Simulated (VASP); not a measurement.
ZnS, 2 atoms in the cell. The structure is cubic, space group F-43m (No. 216). Conventional cell: a = 5.267 Å, b = 5.267 Å, c = 5.267 Å, α = 90.00°, β = 90.00°, γ = 90.00°. Around Zn (site symmetry -43m) lie 4 S at 2.28 Å. S (site symmetry -43m) has 4 Zn at 2.28 Å as nearest neighbours.  The cell isn't the ideal one: a relaxed cell with its volume scaled by 0.98.

| Property | Result |
| --- | --- |
| Program | VASP 6.6.1 |
| Task | relaxation of the atoms |
| Functional | LDA |
| Potentials or basis | VASP PAW LDA potentials, release 64 (Zn, S) |
| Cutoff | 600 eV |
| k mesh | 10 × 10 × 10 |
| Occupations | gaussian, width 0.03 eV |
| Spin | no spin polarisation |
| Further INCAR settings | ALGO = Fast; EDIFF = 1e-07; IBRION = 2; EDIFFG = -0.01; NSW = 40 |

Potentials or basis: VASP PAW LDA potentials, release 64 (Zn, S).

Command:

```sh
$ cat potpaw_LDA.64/Zn/POTCAR potpaw_LDA.64/S/POTCAR > POTCAR
$ mpirun -np 1 vasp_std > vasp.out
```

Hardware: 1 thread of Intel(R) Xeon(R) 6975P-C (Granite Rapids), with other jobs on the host.

**Question.** Estimate the wall time of this run.

**Answer.** Wall time 23 s on 1 thread of Intel(R) Xeon(R) 6975P-C (Granite Rapids), with other jobs on the host, peak memory 0.16 GiB. Counts: scf iterations 17, k points 47, ion steps 1.
